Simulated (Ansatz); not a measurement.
# KCl: response to strain

Aim: deform KCl (zz strain of -2 %) and compute stress, forces and field gradients with LAPW, PAW and all-electron datasets made for the crystal.

Computed with Ansatz 0.2.0 (DFT PBEsol, scalar-relativistic, unless a step's input says otherwise).

## Step 1: The system as given

It takes space group Pm-3m (No. 221, cubic). Conventional cell: a = 3.634 Å, b = 3.634 Å, c = 3.634 Å, α = 90.00°, β = 90.00°, γ = 90.00°. Around K (site symmetry m-3m) lie 8 Cl at 3.15 Å. Cl (site symmetry m-3m) is surrounded by 8 K at 3.15 Å.

Coordinates:

```xyz
2
Lattice="3.6340 0.0000 0.0000 0.0000 3.6340 0.0000 0.0000 0.0000 3.6340" Properties=species:S:1:pos:R:3 pbc="T T T"
K     0.0000    0.0000    0.0000
Cl    1.8170    1.8170    1.8170
```

Atoms are numbered in the order of the input: K1, Cl2.

## Step 2: The deformed structure

Space group Pm-3m before, P4/mmm after.

## Step 3: LAPW, all electrons

File input.yaml:

```yaml
crystal:
  lattice:
    - [3.634, 0.0, 0.0]
    - [0.0, 3.634, 0.0]
    - [0.0, 0.0, 3.56132]
  atoms:
    - { symbol: K, position: [0.0, 0.0, 0.0] }
    - { symbol: Cl, position: [0.5, 0.5, 0.5] }
kpoints:
  mp_grid: { grid: [7, 7, 7] }
  band_path:
    path:
      - [0.0, 0.0, 0.0]
      - [0.0, 0.5, 0.0]
      - [0.5, 0.5, 0.0]
      - [0.0, 0.0, 0.0]
      - [0.0, 0.0, 0.5]
      - [0.0, 0.5, 0.5]
      - [0.5, 0.5, 0.5]
      - [0.0, 0.0, 0.5]
      - [0.0, 0.5, 0.0]
    npoints: 5
scf:
  occupations: { method: fermi_dirac, width: 0.02 }
hamiltonian:
  xc: pbesol
  pseudopotentials: { kind: all_electron, lapw: { basis_error: 0.0005 } }
output:
  forces: true
  stress: true
  eigenvalues: true
```

Run with:

```bash
$ ansatz run input.yaml --threads 1 --pin off --max-ram 3072MiB --backend cpu --events-out ev --progress --plain --runs-dir out
```

## Step 4: Frozen-core PAW

File input.yaml:

```yaml
crystal:
  lattice:
    - [3.634, 0.0, 0.0]
    - [0.0, 3.634, 0.0]
    - [0.0, 0.0, 3.56132]
  atoms:
    - { symbol: K, position: [0.0, 0.0, 0.0] }
    - { symbol: Cl, position: [0.5, 0.5, 0.5] }
kpoints:
  mp_grid: { grid: [7, 7, 7] }
scf:
  occupations: { method: fermi_dirac, width: 0.02 }
hamiltonian:
  xc: pbesol
  pseudopotentials: { kind: paw }
output:
  forces: true
  stress: true
  eigenvalues: true
  efg: { contact_densities: true }
  write_density: true
  write_potential: true
  elf: true
  volumetric_format: npy
```

## Step 5: Datasets made for this crystal

Changes to input.yaml since step 4:

```diff
@@ -14,3 +14,3 @@
   xc: pbesol
-  pseudopotentials: { kind: paw }
+  pseudopotentials: { kind: all_electron, datasets: crystal }
 output:
@@ -20,5 +20 @@
   efg: { contact_densities: true }
-  write_density: true
-  write_potential: true
-  elf: true
-  volumetric_format: npy
```

(Steps that only read results are left out.)

Before running it: what results should come out? Wanted: pressure; largest shear or deviatoric stress.

The runs gave:

```
                                 quantity                                           value
                                 pressure  LAPW 2.98, PAW 2.98, crystal datasets 2.98 GPa
largest shear or deviatoric stress (LAPW)                                        0.71 GPa
```

The largest part of the stress beyond the pressure is 0.71 GPa in size, in the zz component; the atoms are carried along and not relaxed. No run of the undeformed cell stands beside it, so the pressure holds what the given cell had before the change. PAW: stress within 0.01 GPa of LAPW. Crystal datasets: stress within 0.01 GPa of LAPW.
